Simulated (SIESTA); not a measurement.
The system is SnTe.

```
CELL_PARAMETERS angstrom
0.00000 3.15085 3.15085
3.15085 0.00000 3.15085
3.15085 3.15085 0.00000
ATOMIC_POSITIONS crystal
Te 0.50000 0.50000 0.50000
Sn 0.00000 0.00000 0.00000
```

Base run:

- Program: SIESTA 5.4.2
- Functional: BLYP
- Potentials or basis: PseudoDojo 0.4 standard (PBE files)
- Basis: DZP (energy shift 0.003 Ry; two zetas on semicore shells)
- Grid cutoff: 500 Ry
- Energy shift: 0.003 Ry
- k mesh: 7 × 7 × 7
- Occupations: fermi-dirac, width 0.05 eV
- Spin: no spin polarisation

Its results: pressure 6.6 GPa.

Task: The run is repeated on the same cell with these changes: functional from BLYP to PBE. What comes out?

Result: Pressure 2.9 GPa.

PBE binds more tightly than BLYP, so the same cell stands under less pressure.

Caveats: the basis of atomic orbitals isn't converged, which shifts pressures, moduli and gaps; the potentials were made for another functional, which shifts forces and pressure (some runs).

Not every run made on this cell is shown here.
